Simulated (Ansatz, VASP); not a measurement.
One calculation of W, two programs

Contents of INCAR:

```
PREC = Accurate ; ENCUT = 520
EDIFF = 1E-7 ; ISMEAR = -1
SIGMA = 0.08 ; LREAL = F
LASPH = T ; NELM = 80
ALGO = Normal ; ISIF = 2
LWAVE = F ; LCHARG = F
NBANDS = 13
```

KPOINTS

```
regular mesh
0
Gamma
  15 15 15
```

File POSCAR:

```
W
1.0
    2.1891167344      0.0000000000      0.0000000000
    0.0000000000      2.1891167344      0.0000000000
    0.0000000000      0.0000000000      2.1891167344
W
1
Direct
    0.0000000000      0.0000000000      0.0000000000
```

Input for Ansatz:

```yaml
crystal:
  lattice:
    - [2.1891167344, 0.0, 0.0]
    - [0.0, 2.1891167344, 0.0]
    - [0.0, 0.0, 2.1891167344]
  atoms:
    - { symbol: W, position: [0.0, 0.0, 0.0] }
kpoints:
  mp_grid: { grid: [15, 15, 15] }
scf:
  occupations: { method: fermi_dirac, width: 0.08 }
hamiltonian:
  xc: lda
  pseudopotentials: { kind: all_electron, lapw: { basis_error: 0.001 } }
output:
  forces: true
  stress: true
  eigenvalues: true
  populations: true
```

Change from the starting cell: volume scaled by 0.6, LAPW.

Alike in both runs: task single point; functional LDA; k mesh 15 × 15 × 15; occupations fermi-dirac, width 0.08 eV; no spin polarisation.

```csv
,VASP,Ansatz
version,VASP 6.6.1,Ansatz 0.2.0
potentials or method,"VASP PAW LDA potentials, release 64 (W_sv)","all-electron LAPW, scalar-relativistic"
plane-wave cutoff (eV),520,see its input
```

Ansatz gave:

| Quantity | Value |
| --- | --- |
| pressure (GPa) | 338.7 |

Task: What did VASP give for the same quantities?

Result: Pressure (GPa): 362.6.

Ansatz ran all-electron here, so the differences hold the error of VASP's frozen core and of both bases.

Caveats: the cell as given lies far from equilibrium; so large a pressure means that the cell lies far from this level's equilibrium, or that cutoff or potentials fall short (VASP). Spin-orbit coupling is left out, which matters for the levels of W.
